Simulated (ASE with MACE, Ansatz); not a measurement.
# Adsorption of HfCl4 on Co(0001): energy and structure

How much energy does the adsorption of HfCl4 on Co(0001) release or cost?

Calculated with Ansatz 0.2.0: Kohn-Sham DFT, PBE+D3(BJ), PAW (set soft_2), plane waves; cutoff 420 eV, fermi-dirac smearing of 0.1 eV, spin polarised, started with 36 parallel moments, ending at 57.8 μB in the cell (for the slabs). Every cell is relaxed with this functional.

**The cells**

The cell holds 36 atoms: 36 Co. Its edges and angles: a = 7.470 Å, b = 7.470 Å, c = 22.045 Å, α = 90.0°, β = 90.0°, γ = 60.0°. It derives from Co (Co(0001)). The starting structure: Hcp Co(0001), 3 x 3 cells, four layers (lattice constants typed as starting values near PBE's), about 15 Å of vacuum, lower atoms held. Vacuum lies along c. 18 atoms are held.

- HfCl4 on Co(0001): one whole molecule of HfCl4 lowered over a top site, eased by MACE.

Molecules sit alone in boxes of 14 to 15 Å, at Γ at every level, with a smearing of 0.01 eV.

The input of the single point on the relaxed bare surface:

```yaml
crystal:
  lattice:
    - [7.47, 0.0, 0.0]
    - [3.735, 6.46921, 0.0]
    - [0.0, 0.0, 22.045]
  atoms:
    - { symbol: Co, position: [0.88889, 0.22222, 0.04536], spin: 1.6 }
    - { symbol: Co, position: [0.22222, 0.22222, 0.04536], spin: 1.6 }
    - { symbol: Co, position: [0.55556, 0.22222, 0.04536], spin: 1.6 }
    - { symbol: Co, position: [0.88889, 0.55556, 0.04536], spin: 1.6 }
    [... 30 atom lines left out ...]
    - { symbol: Co, position: [0.33333, 0.66667, 0.31658], spin: 1.6 }
    - { symbol: Co, position: [0.66667, 0.66667, 0.31658], spin: 1.6 }
magnetization:
  spin_polarized: true
kpoints:
  mp_grid: { grid: [3, 3, 1] }
hamiltonian:
  xc: pbe
  dispersion: d3bj
scf:
  occupations: { method: fermi_dirac, width: 0.1 }
  lower_state_search: "off"
output:
  forces: true
  populations: true
  dos:
    method: { smearing: { sigma: 0.08 } }
    de: 0.1
    projected:
      site_lists:
        Co: [Co]
        slab: [... 36 sites ...]
  eigenvalues: true
  write_density: true
  write_potential: true
  volumetric_format: npy
```

| cell | formula | k-mesh | relaxation steps | gain on relaxing (eV) | free energy, PBE+D3(BJ) (eV) | moment (μB) | time of its runs on this page |
| --- | --- | --- | --- | --- | --- | --- | --- |
| Co(0001) | Co36 | 3×3×1 | 3 | 0.03 | -184539.930 | 57.8 | 25 s |
| HfCl4 on Co(0001) | HfCo36Cl4 | 3×3×1 | 15 | 1.38 | -204590.363 | 57.4 | 77 s |
| HfCl4 | HfCl4 | 1×1×1 | 4 | 0.05 | -20048.394 | 0.0 | 4.9 s |

**Reaction energies**

Products less reactants, from the free energies above and their like at the other levels, in eV; negative values release energy:

| change | PBE+D3(BJ) |
| --- | --- |
| adsorption of HfCl4 | -2.04 |

Worked for the first row at PBE+D3(BJ): (-204590.363) − (-184539.930) − (-20048.394) = -2.039 eV (from unrounded energies).

**What the relaxations did**

Bonds are pairs closer than 1.18 times the sum of covalent radii; a bond counts as made or broken only if it crosses from under that bound to over 1.3 times, or back. All concern the added atoms.

| cell | bonds to the surface at the end | nearest contact (Å) | made in DFT | broken in DFT | largest move (Å) |
| --- | --- | --- | --- | --- | --- |
| HfCl4 on Co(0001) | 4 Co–Hf and 3 Cl–Co | Cl–Co 2.36 | 4 Co–Hf and 3 Cl–Co | none | 2.18 |

**Findings**

The change releases 2.04 eV at PBE+D3(BJ). The molecule stays whole and bonds to the surface (its most stretched bond, Cl–Hf, goes from 2.31 Å in the gas to 2.45 Å).

Limits: These are static energies with no barriers, zero-point energy or heat. Where a gas molecule is taken up, its entropy is lost, which at room temperature and above is worth several tenths of an eV to over 1 eV a molecule and isn't counted. All slabs, the starting one too, were first eased by a machine-learned potential, and one starting arrangement a cell was relaxed; others may lie lower. Only one face is changed, and the cells carry no dipole correction. Pairwise D3 takes no account of screening in a metal. In some runs the program notes that positions were snapped to a detected symmetry and the exchange-correlation potential is rough where the density is thin. Spin-polarised runs here had the search for other magnetic states switched off.

[Logs are printed without paths, hosts, clocks, repeated set-up lines and the standing remarks that a program may print on its own settings, such as how far it seeks lower states.]

[Hosts, paths, dates, database ids (printed as entryN), source tags and the programs' standing remarks are cut or masked in the printed files.]
